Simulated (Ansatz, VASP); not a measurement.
SiC in VASP and in Ansatz

The input POSCAR:

```
SiC
1.0
    0.0000000000      2.1740000000      2.1740000000
    2.1740000000      0.0000000000      2.1740000000
    2.1740000000      2.1740000000      0.0000000000
Si C
1 1
Direct
    0.0000000000      0.0000000000      0.0000000000
    0.7931232751      0.7931232751      0.7068767249
```

Contents of INCAR.step1:

```
SYSTEM = SiC
  PREC = Accurate
  ENCUT = 520
  ISMEAR = 0
  SIGMA = 0.05
  LREAL = .False.
  LASPH = .True.
  NELM = 100
  NBANDS = 11
  GGA = PE
  ALGO = Normal
  EDIFF = 1E-4
  LWAVE = .True.
  LCHARG = .False.
```

File INCAR.step2:

```
SYSTEM = SiC
  PREC = Accurate
  ENCUT = 520
  EDIFF = 1E-6
  ISMEAR = 0
  SIGMA = 0.05
  LREAL = .False.
  LASPH = .True.
  NELM = 100
  ALGO = Normal
  ISIF = 2
  LWAVE = .False.
  LCHARG = .False.
  METAGGA = R2SCAN
  LMIXTAU = .True.
  NBANDS = 11
  ISTART = 1
```

Contents of KPOINTS:

```
Automatic mesh
0
Gamma
  12 12 12
  0 0 0
```

Input for Ansatz:

```yaml
crystal:
  lattice:
    - [0.0, 2.174, 2.174]
    - [2.174, 0.0, 2.174]
    - [2.174, 2.174, 0.0]
  atoms:
    - { symbol: Si, position: [0.0, 0.0, 0.0] }
    - { symbol: C, position: [0.7931232751, 0.7931232751, 0.7068767249] }
basis:
  ecutwfc: 500
kpoints:
  mp_grid: { grid: [12, 12, 12] }
hamiltonian:
  xc: r2scan
scf:
  occupations: { method: gaussian, width: 0.05 }
output:
  forces: true
  stress: true
  eigenvalues: true
```

Change from the starting cell: all C atoms moved +0.188 Å, as atom 2 along Cartesian [0 0 1].

Alike in both runs: task single point; functional r2SCAN; k mesh 12 × 12 × 12; occupations gaussian, width 0.05 eV; no spin polarisation.

```csv
,VASP,Ansatz
version,VASP 6.6.1,Ansatz 0.2.0
potentials or method,"VASP PAW PBE potentials, release 64 (Si, C)","scalar-relativistic, plane waves, PAW"
plane-wave cutoff (eV),520,500
valence electrons in the cell,8,8
```

VASP gave:

```
gap on the k mesh at the Fermi level (eV)       : 0.82
least direct gap on the mesh (eV)               : 4.61
pressure (GPa)                                  : 5.4
largest component of the traceless stress (GPa) : 11.95
rms of the force components (eV/Å)              : 2.063
```

Q: Estimate Ansatz's values.

A: gap on the k mesh at the Fermi level (eV): 0.82; least direct gap on the mesh (eV): 4.59; pressure (GPa): 5.6; largest component of the traceless stress (GPa): 12.07; rms of the force components (eV/Å): 2.068.

Atom by atom the forces differ by 0.005 eV/Å (rms over components). The functional is the same, so the differences come from potentials, cutoffs and numerics.

Caveats: the PAW data sets were made with another functional, which shifts forces and pressure a little (VASP). A k mesh can miss the band edges.
